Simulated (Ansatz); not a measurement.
# Ga: convergence with LAPW's basis error target

One table from this session's results is given with a row withheld; the runs are named, their logs left out.

Method: DFT, PBE, all-electron LAPW, scalar-relativistic, in Ansatz 0.2.0.

## The structure to begin with

Symmetry: I4/mmm, No. 139, tetragonal system. The conventional cell has a = 2.808 Å, b = 2.808 Å, c = 4.458 Å, α = 90.00°, β = 90.00°, γ = 90.00°. Ga (site symmetry 4/mmm) has 12 Ga at 2.81 to 2.99 Å as nearest neighbours.

Coordinates:

```cif
data_structure
_symmetry_space_group_name_H-M 'P 1'
_symmetry_Int_Tables_number 1
_cell_length_a 2.9851
_cell_length_b 2.9851
_cell_length_c 2.9851
_cell_angle_alpha 123.888
_cell_angle_beta 123.888
_cell_angle_gamma 83.388
_cell_volume 17.58
loop_
_atom_site_label
_atom_site_type_symbol
_atom_site_fract_x
_atom_site_fract_y
_atom_site_fract_z
_atom_site_occupancy
Ga1 Ga 0.00000 0.00000 0.00000 1
```

The geometry is a database entry used as it stands. It may stem from high pressure or temperature, or be incomplete, so it serves as a test cell.

Set-up of the first run:

input.yaml reads:

```yaml
crystal:
  lattice:
    - [-1.404, 1.404, 2.229]
    - [1.404, -1.404, 2.229]
    - [1.404, 1.404, -2.229]
  atoms:
    - { symbol: Ga, position: [0.0, 0.0, 0.0] }
kpoints:
  mp_grid: { grid: [14, 14, 16] }
scf:
  occupations: { method: fermi_dirac, width: 0.05 }
hamiltonian:
  xc: pbe
  pseudopotentials: { kind: all_electron, lapw: { basis_error: 0.03 } }
output:
  forces: true
  stress: true
  eigenvalues: true
```

Steps of the session up to this table: With basis error target 0.03 eV/atom; With basis error target 0.01 eV/atom; With basis error target 0.003 eV/atom; With basis error target 0.0001 eV/atom.

One of the session's tables, all rows but one given; the rest of the session is left out.

```
basis error target (eV/atom)  pressure (GPa)
                        0.03            4.41
                        0.01               ?
                       0.003            4.32
                      0.0001            4.32
```

Estimate the missing values for basis error target (eV/atom) = 0.01.

Worked estimate for «pressure (GPa)». A straight line through the neighbours (0.03, 4.41) and (0.003, 4.32) gives 4.41 + (4.32 − 4.41) × (0.01 − 0.03) / (0.003 − 0.03) = 4.34; a parabola fitted to 3 rows on both sides gives 4.33.

**Answer.** pressure (GPa): 4.34. In «pressure (GPa)» the line misses by 0.00 and the parabola by -0.01.

Energies are those extrapolated to zero smearing.

Caveats from the session: Warnings in the runs' records: symmetry narrowed by mesh.
